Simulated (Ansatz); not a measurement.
Wanted: the native input for an Ansatz 0.2.0 run.

```
Task                : relaxation of cell and atoms
Functional          : PBEsol
Potentials or basis : Ansatz PAW
Cutoff              : 420 eV (not typed: the program's choice for these potentials)
k mesh              : 9 × 9 × 5
Occupations         : fermi-dirac, width 0.05 eV
Spin                : no spin polarisation
```

The system is Sb.

```xyz
2
Lattice="3.3545 0.0000 0.0000 -1.6773 2.9051 0.0000 0.0000 0.0000 5.4702" Properties=species:S:1:pos:R:3 pbc="T T T"
Sb    1.6773    0.9684    4.1026
Sb    0.0000    1.9367    1.3675
```

This isn't the form of Sb at room conditions, which is rhombohedral.

These files were run (other wordings do the same):

input.yaml

```yaml
crystal:
  lattice:
    - [3.3545324186, 0.0, 0.0]
    - [-1.6772662093, 2.9051102923, 0.0]
    - [0.0, 0.0, 5.47016065]
  atoms:
    - { symbol: Sb, position: [0.6666666667, 0.3333333333, 0.75] }
    - { symbol: Sb, position: [0.3333333333, 0.6666666667, 0.25] }
hamiltonian:
  xc: pbesol
  pseudopotentials: { kind: paw }
kpoints:
  mp_grid: { grid: [9, 9, 5] }
scf:
  occupations: { method: fermi_dirac, width: 0.05 }
output:
  forces: true
  stress: true
  eigenvalues: true
relax:
  f_tol: 0.01
  max_steps: 40
  cell: { stress_tol: 0.05 }
```

Potentials or basis: Ansatz PAW.

Launch:

```console
$ ansatz run input.yaml --threads 2 --pin off --max-ram 5632MiB --backend cpu --events-out ev --progress --plain --runs-dir out
```

It gave:

```
Relaxed volume                         : 26.04 Å³/atom
Relaxed cell                           : a = 3.354 Å, b = 3.354 Å, c = 5.344 Å, α = 90.00°, β = 90.00°, γ = 120.00°
Space group after relaxing (to 0.05 Å) : P6_3/mmc (No. 194)
Energy gained by relaxing              : 3.8 meV/atom
Ionic steps                            : 10
Pressure after relaxing                : 0.0 GPa
Band gap on the k mesh                 : none (metal or under the smearing width)
```

Caveat: the plane-wave basis is chosen anew once the cell has moved, so the energies of steps on either side of that aren't comparable; the PAW data sets come from PBE, with cores solved anew for the run's functional, which leaves a small shift of forces and pressure.

It took 8.4 s on 2 threads of AMD EPYC 7R43 64-Core Processor (Zen 3), with other jobs on the host, peak memory 0.4 GiB.
